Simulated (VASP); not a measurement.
# CrO2 (P4_2/mnm) in VASP: further runs

One crystal, CrO2, is run at these levels: PBE+U; tasks: single point.

Everything below comes from runs of VASP 6.6.1. Logs are shortened: lines on timing, memory, paths and dates and some standing lists are left out, and cuts for length are marked.

**1. The structure**

It takes space group P4_2/mnm (No. 136, tetragonal). Conventional cell: a = 4.410 Å, b = 4.410 Å, c = 2.910 Å, α = 90.00°, β = 90.00°, γ = 90.00°. Cr (site symmetry mmm) is surrounded by 6 O at 1.87 to 1.92 Å. Around O (site symmetry m2m) lie 3 Cr at 1.87 to 1.92 Å.

**2. Single point, PBE+U, collinear spin, typed start**

Input file INCAR:

```
SYSTEM = CrO2
ALGO = Fast
EDIFF = 1E-6
ENCUT = 520
GGA = PE
ISIF = 2
ISMEAR = -1
ISPIN = 2
LASPH = .True.
LCHARG = .True.
LDAU = .True.
LDAUJ = 0 0
LDAUL = 2 -1
LDAUPRINT = 1
LDAUTYPE = 2
LDAUU = 3.7 0
LELF = .True.
LMAXMIX = 4
LORBIT = 11
LREAL = .False.
LVHAR = .True.
LWAVE = .False.
MAGMOM = 3 3 0 0 0 0
NBANDS = 37
NELM = 150
PREC = Accurate
SIGMA = 0.05
```

Input file KPOINTS:

```
k-points
0
Gamma
  4 4 6
  0 0 0
```

Input file POSCAR:

```
CrO2
1.0
    4.4100000000      0.0000000000      0.0000000000
    0.0000000000      4.4100000000      0.0000000000
    0.0000000000      0.0000000000      2.9100000000
Cr O
2 4
Direct
    0.0000000000      0.0000000000      0.0000000000
    0.5000000000      0.5000000000      0.5000000000
    0.3000000000      0.3000000000      0.0000000000
    0.2000000000      0.8000000000      0.5000000000
    0.7000000000      0.7000000000      0.0000000000
    0.8000000000      0.2000000000      0.5000000000
```

Potentials or basis: VASP PAW PBE potentials, release 64 (Cr_pv, O).

The run is started by

```console
cat potpaw_PBE.64/Cr_pv/POTCAR potpaw_PBE.64/O/POTCAR > POTCAR
mpirun -np 1 vasp_std > vasp.out
```

OUTCAR:

```text
SYSTEM = CrO2
   EDIFF = 1E-6
   ENCUT = 520
   GGA = PE
   ISIF = 2
   ISMEAR = -1
   ISPIN = 2
   LASPH = .True.
   LORBIT = 11
   LREAL = .False.
   NELM = 150
   PREC = Accurate

 ion  position               nearest neighbor table
   1  0.000  0.000  0.000-   3 1.87   5 1.87   4 1.92   6 1.92   4 1.92   6 1.92
   2  0.500  0.500  0.500-   4 1.87   6 1.87   5 1.92   3 1.92   3 1.92   5 1.92
   3  0.300  0.300  0.000-   1 1.87   2 1.92   2 1.92
   4  0.200  0.800  0.500-   2 1.87   1 1.92   1 1.92
   5  0.700  0.700  0.000-   1 1.87   2 1.92   2 1.92
   6  0.800  0.200  0.500-   2 1.87   1 1.92   1 1.92

  LATTYP: Found a simple tetragonal cell.
 ALAT       =     4.4100000000
 C/A-ratio  =     0.6598639456

  Lattice vectors:

 A1 = (   4.4100000000,   0.0000000000,   0.0000000000)
 A2 = (   0.0000000000,   4.4100000000,   0.0000000000)
 A3 = (   0.0000000000,   0.0000000000,   2.9100000000)

Analysis of symmetry for initial positions (statically):
=====================================================================
 Subroutine PRICEL returns:
 Original cell was already a primitive cell.

 Routine SETGRP: Setting up the symmetry group for a
 simple tetragonal supercell.

 Subroutine GETGRP returns: Found 16 space group operations
 (whereof  8 operations were pure point group operations)
 out of a pool of 16 trial point group operations.

The static configuration has the point symmetry D_2h.
 The point group associated with its full space group is D_4h.

Analysis of symmetry for dynamics (positions and initial velocities):
=====================================================================
 Subroutine PRICEL returns:
 Original cell was already a primitive cell.

 Routine SETGRP: Setting up the symmetry group for a
 simple tetragonal supercell.

 Subroutine GETGRP returns: Found 16 space group operations
 (whereof  8 operations were pure point group operations)
 out of a pool of 16 trial point group operations.

The dynamic configuration has the point symmetry D_2h.
 The point group associated with its full space group is D_4h.

Analysis of structural, dynamic, and magnetic symmetry:
=====================================================================
 Subroutine PRICEL returns:
 Original cell was already a primitive cell.

 Routine SETGRP: Setting up the symmetry group for a
 simple tetragonal supercell.

 Subroutine GETGRP returns: Found 16 space group operations
 (whereof  8 operations were pure point group operations)
 out of a pool of 16 trial point group operations.

The overall configuration has the point symmetry D_2h.
 The point group associated with its full space group is D_4h.

 Subroutine INISYM returns: Found 16 space group operations
 (whereof  8 operations are pure point group operations),
 and found     1 'primitive' translations

----------------------------------------------------------------------------------------

                                     Primitive cell

  volume of cell :      56.5940

  direct lattice vectors                    reciprocal lattice vectors
     4.410000000  0.000000000  0.000000000     0.226757370  0.000000000  0.000000000
     0.000000000  4.410000000  0.000000000     0.000000000  0.226757370  0.000000000
     0.000000000  0.000000000  2.910000000     0.000000000  0.000000000  0.343642612

  length of vectors
     4.410000000  4.410000000  2.910000000     0.226757370  0.226757370  0.343642612

  position of ions in fractional coordinates (direct lattice)
     0.000000000  0.000000000  0.000000000
     0.500000000  0.500000000  0.500000000
     0.300000000  0.300000000  0.000000000
     0.200000000  0.800000000  0.500000000
     0.700000000  0.700000000  0.000000000
     0.800000000  0.200000000  0.500000000

  ion indices of the primitive-cell ions
   primitive index   ion index
                 1           1
                 2           2
                 3           3
                 4           4
                 5           5
                 6           6

----------------------------------------------------------------------------------------

 KPOINTS: k-points

Automatic generation of k-mesh.
[... 107 lines left out ...]

atom =   1  type =  1  l = 2

 onsite density matrix

spin component  1

  0.6002  0.0000  0.2392  0.0000  0.0000
  0.0000  0.6350  0.0000  0.2422  0.0000
  0.2392  0.0000  0.7907  0.0000  0.0000
  0.0000  0.2422  0.0000  0.6350  0.0000
  0.0000  0.0000  0.0000  0.0000  0.5031

spin component  2

  0.2404  0.0000 -0.1148  0.0000 -0.0000
  0.0000  0.1906  0.0000 -0.1066  0.0000
 -0.1148  0.0000  0.1350  0.0000 -0.0000
  0.0000 -0.1066  0.0000  0.1906  0.0000
 -0.0000  0.0000 -0.0000  0.0000  0.1027

 occupancies and eigenvectors

  o =  0.0614  v =  0.0000  0.0000  0.0000  0.0000  0.0000 -0.5399 -0.0000 -0.8417  0.0000 -0.0000      0.0000  0.0000  0.0000  0.0000  0.0000  0.0000  0.0000  0.0000  0.0000  0.0000
  o =  0.0840  v =  0.0000  0.0000  0.0000  0.0000  0.0000  0.0000 -0.7071  0.0000 -0.7071  0.0000      0.0000  0.0000  0.0000  0.0000  0.0000  0.0000  0.0000  0.0000  0.0000  0.0000
  o =  0.1027  v =  0.0000  0.0000  0.0000  0.0000  0.0000 -0.0000  0.0000 -0.0000  0.0000  1.0000      0.0000  0.0000  0.0000  0.0000  0.0000  0.0000  0.0000  0.0000  0.0000  0.0000
  o =  0.2972  v =  0.0000  0.0000  0.0000  0.0000  0.0000  0.0000  0.7071  0.0000 -0.7071 -0.0000      0.0000  0.0000  0.0000  0.0000  0.0000  0.0000  0.0000  0.0000  0.0000  0.0000
  o =  0.3141  v =  0.0000  0.0000  0.0000  0.0000  0.0000 -0.8417 -0.0000  0.5399  0.0000 -0.0000      0.0000  0.0000  0.0000  0.0000  0.0000  0.0000  0.0000  0.0000  0.0000  0.0000
  o =  0.3928  v =  0.0000  0.7071  0.0000 -0.7071  0.0000  0.0000  0.0000  0.0000  0.0000  0.0000      0.0000  0.0000  0.0000  0.0000  0.0000  0.0000  0.0000  0.0000  0.0000  0.0000
  o =  0.4380  v = -0.8277  0.0000  0.5612  0.0000  0.0000  0.0000  0.0000  0.0000  0.0000  0.0000      0.0000  0.0000  0.0000  0.0000  0.0000  0.0000  0.0000  0.0000  0.0000  0.0000
  o =  0.5031  v =  0.0000 -0.0000 -0.0000  0.0000  1.0000  0.0000  0.0000  0.0000  0.0000  0.0000      0.0000  0.0000  0.0000  0.0000  0.0000  0.0000  0.0000  0.0000  0.0000  0.0000
  o =  0.8772  v =  0.0000 -0.7071  0.0000 -0.7071 -0.0000  0.0000  0.0000  0.0000  0.0000  0.0000      0.0000  0.0000  0.0000  0.0000  0.0000  0.0000  0.0000  0.0000  0.0000  0.0000
  o =  0.9529  v = -0.5612  0.0000 -0.8277  0.0000 -0.0000  0.0000  0.0000  0.0000  0.0000  0.0000      0.0000  0.0000  0.0000  0.0000  0.0000  0.0000  0.0000  0.0000  0.0000  0.0000

atom =   2  type =  1  l = 2

 onsite density matrix

spin component  1

  0.6002  0.0000 -0.2392  0.0000  0.0000
  0.0000  0.6350  0.0000 -0.2422  0.0000
 -0.2392  0.0000  0.7907  0.0000  0.0000
  0.0000 -0.2422  0.0000  0.6350  0.0000
  0.0000  0.0000  0.0000  0.0000  0.5031

spin component  2

  0.2404  0.0000  0.1148  0.0000 -0.0000
  0.0000  0.1906  0.0000  0.1066  0.0000
  0.1148  0.0000  0.1350  0.0000 -0.0000
  0.0000  0.1066  0.0000  0.1906  0.0000
 -0.0000  0.0000 -0.0000  0.0000  0.1027

 occupancies and eigenvectors

  o =  0.0614  v =  0.0000  0.0000  0.0000  0.0000  0.0000 -0.5399  0.0000  0.8417  0.0000  0.0000      0.0000  0.0000  0.0000  0.0000  0.0000  0.0000  0.0000  0.0000  0.0000  0.0000
  o =  0.0840  v =  0.0000  0.0000  0.0000  0.0000  0.0000  0.0000 -0.7071  0.0000  0.7071  0.0000      0.0000  0.0000  0.0000  0.0000  0.0000  0.0000  0.0000  0.0000  0.0000  0.0000
  o =  0.1027  v =  0.0000  0.0000  0.0000  0.0000  0.0000 -0.0000 -0.0000  0.0000  0.0000 -1.0000      0.0000  0.0000  0.0000  0.0000  0.0000  0.0000  0.0000  0.0000  0.0000  0.0000
  o =  0.2972  v =  0.0000  0.0000  0.0000  0.0000  0.0000  0.0000 -0.7071  0.0000 -0.7071  0.0000      0.0000  0.0000  0.0000  0.0000  0.0000  0.0000  0.0000  0.0000  0.0000  0.0000
  o =  0.3141  v =  0.0000  0.0000  0.0000  0.0000  0.0000 -0.8417  0.0000 -0.5399  0.0000  0.0000      0.0000  0.0000  0.0000  0.0000  0.0000  0.0000  0.0000  0.0000  0.0000  0.0000
  o =  0.3928  v =  0.0000 -0.7071  0.0000 -0.7071 -0.0000  0.0000  0.0000  0.0000  0.0000  0.0000      0.0000  0.0000  0.0000  0.0000  0.0000  0.0000  0.0000  0.0000  0.0000  0.0000
  o =  0.4380  v = -0.8277 -0.0000 -0.5612  0.0000  0.0000  0.0000  0.0000  0.0000  0.0000  0.0000      0.0000  0.0000  0.0000  0.0000  0.0000  0.0000  0.0000  0.0000  0.0000  0.0000
  o =  0.5031  v = -0.0000  0.0000 -0.0000  0.0000 -1.0000  0.0000  0.0000  0.0000  0.0000  0.0000      0.0000  0.0000  0.0000  0.0000  0.0000  0.0000  0.0000  0.0000  0.0000  0.0000
  o =  0.8772  v =  0.0000 -0.7071  0.0000  0.7071 -0.0000  0.0000  0.0000  0.0000  0.0000  0.0000      0.0000  0.0000  0.0000  0.0000  0.0000  0.0000  0.0000  0.0000  0.0000  0.0000
  o =  0.9529  v = -0.5612 -0.0000  0.8277  0.0000  0.0000  0.0000  0.0000  0.0000  0.0000  0.0000      0.0000  0.0000  0.0000  0.0000  0.0000  0.0000  0.0000  0.0000  0.0000  0.0000

 number of electron      48.0000031 magnetization       3.9998654

 Free energy of the ion-electron system (eV)
  ---------------------------------------------------
  ext. energy  EPLUGINS =         0.00000000
  ---------------------------------------------------
  free energy    TOTEN  =       -44.22766765 eV

  energy without entropy =      -44.22005006  energy(sigma->0) =      -44.22385886

 E-fermi :   5.4009     XC(G=0): -11.9440

 val. band max:        5.3711207510   @ k =   0.2500   0.0000   0.0000
 cond. band min:       5.4015410277   @ k =   0.0000   0.0000   0.0000
 fundamental gap:      0.0304202767
 Fermi energy:         5.4008835534

 spin component 1

 k-point     1 :       0.0000    0.0000    0.0000
  band No.  band energies     occupation
      1     -39.4170      1.00000
      2     -39.4170      1.00000
      3     -39.3484      1.00000
      4     -39.3484      1.00000
      5     -39.1224      1.00000
      6     -39.1079      1.00000
[... 925 lines left out ...]
     35      17.2226      0.00000
     36      17.2226      0.00000
 Fermi energy:         5.4008835534

 spin component 2

 k-point     1 :       0.0000    0.0000    0.0000
  band No.  band energies     occupation
      1     -37.1446      1.00000
      2     -37.1446      1.00000
      3     -36.9529      1.00000
      4     -36.9529      1.00000
      5     -36.4449      1.00000
      6     -36.4271      1.00000
[... 925 lines left out ...]
     35      19.8538      0.00000
     36      20.1461      0.00000
 [bands above 36 left out]

------------------------ aborting loop because EDIFF is reached ----------------------------------------

  FORCE on cell =-STRESS in cart. coord.  units (eV):
  Direction    XX          YY          ZZ          XY          YZ          ZX
  --------------------------------------------------------------------------------------
  -------------------------------------------------------------------------------------
  Total        4.1868976      4.1868976      5.5243157     -0.0000000      0.0000000      0.0000000
  in kB      118.5312198    118.5312198    156.3935735     -0.0000000      0.0000000      0.0000000
  external PRESSURE =     131.1520044 kB  Pullay stress =       0.0000000 kB

 VOLUME and BASIS-vectors are now :
 -----------------------------------------------------------------------------
  energy-cutoff  :      520.00
  volume of cell :       56.59
      direct lattice vectors                 reciprocal lattice vectors
     4.410000000  0.000000000  0.000000000     0.226757370  0.000000000  0.000000000
     0.000000000  4.410000000  0.000000000     0.000000000  0.226757370  0.000000000
     0.000000000  0.000000000  2.910000000     0.000000000  0.000000000  0.343642612

 POSITION                                       TOTAL-FORCE (eV/Angst)
 -----------------------------------------------------------------------------------
      0.00000      0.00000      0.00000         0.000000      0.000000      0.000000
      2.20500      2.20500      1.45500         0.000000      0.000000      0.000000
      1.32300      1.32300      0.00000         0.046431      0.046431     -0.000000
      0.88200      3.52800      1.45500        -0.046431      0.046431      0.000000
      3.08700      3.08700      0.00000        -0.046431     -0.046431      0.000000
      3.52800      0.88200      1.45500         0.046431     -0.046431      0.000000
 -----------------------------------------------------------------------------------
    total drift:                                0.000000      0.000000      0.000000

  FREE ENERGIE OF THE ION-ELECTRON SYSTEM (eV)
  ---------------------------------------------------
  free  energy   TOTEN  =       -44.2276676549 eV

  energy  without entropy=      -44.2200500577  energy(sigma->0) =      -44.22385886

 total charge

# of ion       s       p       d       tot
------------------------------------------
    1        0.378   6.482   3.986  10.845
    2        0.378   6.482   3.986  10.845
    3        1.572   3.485   0.000   5.057
    4        1.572   3.485   0.000   5.057
    5        1.572   3.485   0.000   5.057
    6        1.572   3.485   0.000   5.057
--------------------------------------------------
tot          7.043  26.903   7.971  41.917

 magnetization (x)

# of ion       s       p       d       tot
------------------------------------------
    1        0.027   0.036   2.301   2.364
    2        0.027   0.036   2.301   2.364
    3       -0.006  -0.174   0.000  -0.180
    4       -0.006  -0.174   0.000  -0.180
    5       -0.006  -0.174   0.000  -0.180
    6       -0.006  -0.174   0.000  -0.180
--------------------------------------------------
tot          0.031  -0.624   4.602   4.009
```

Run time: 88 s. Hardware: 1 thread of Intel Xeon Platinum 8488C (Sapphire Rapids), shared host; peak memory 0.23 GiB.

Results:

* Free energy: -44.2277 eV
* Pressure: 13.1 GPa
* Largest force: 0.066 eV/Å
* Band gap on the k mesh: none (metal or under the smearing width)
* Net moment: 4.00 μB per cell
* Site moments: Cr +2.36; O -0.18 μB
* Valence electrons inside the program's atomic spheres: Cr 10.85; O 5.06

Forces in eV/Å, atoms in the order of the input:
```
Cr   0.000  0.000  0.000
Cr   0.000  0.000  0.000
O    0.046  0.046  0.000
O   -0.046  0.046  0.000
O   -0.046 -0.046  0.000
O    0.046 -0.046  0.000
```

Stress tensor (GPa, compression positive):
```
11.85  0.00  0.00
 0.00 11.85  0.00
 0.00  0.00 15.64
```

Eigenvalues of the final occupation matrices:
```tsv
site	spin	trace	eigenvalues
site 1 d	1	3.16	0.39 0.44 0.50 0.88 0.95
site 1 d	2	0.86	0.06 0.08 0.10 0.30 0.31
site 2 d	1	3.16	0.39 0.44 0.50 0.88 0.95
site 2 d	2	0.86	0.06 0.08 0.10 0.30 0.31
```

The state reached can hang on the start; a lower one may exist.

[end of part 1 of 2]
